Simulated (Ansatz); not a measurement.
## SnSe in Ansatz: the effect of exact exchange share

The system is SnSe.

```
Sn Se
1.0
     0.00000    3.01000    3.01000
     3.01000    0.00000    3.01000
     3.01000    3.01000    0.00000
Sn Se
1 1
Direct
  0.00000 0.00000 0.00000
  0.50000 0.50000 0.50000
```

Measurements of this composition are mostly on another form, of space group No. 62.

Alike in all runs:

| Property | Result |
| --- | --- |
| Program | Ansatz 0.2.0 |
| Task | single point |
| Potentials or basis | all-electron PAW datasets made for the crystal |
| Cutoff | 270 eV (chosen from the basis error) |
| k mesh | 4 × 4 × 4 |
| Occupations | fermi-dirac, width 0.05 eV |
| Spin | no spin polarisation |

```tsv
exact exchange share	functional	gap on the mesh (eV)	pressure (GPa)
0.1	PBE with a typed share of exact exchange	0.72	-1.0
0.25	PBE0	0.92	-1.8
0.4	PBE with a typed share of exact exchange	?	?
```

Question: What does the run with exact exchange share 0.4 give?

Answer: gap on the mesh 1.09 eV; pressure -2.5 GPa.

Caveats: all runs use coarse meshes; spin-orbit coupling is left out, which moves the levels of the heavy elements; the program warned that the printed levels may be off, so bands, gaps and densities of states are rough (some runs).

A k mesh can miss the band edges.

Runs at the PBE level aren't shown here.
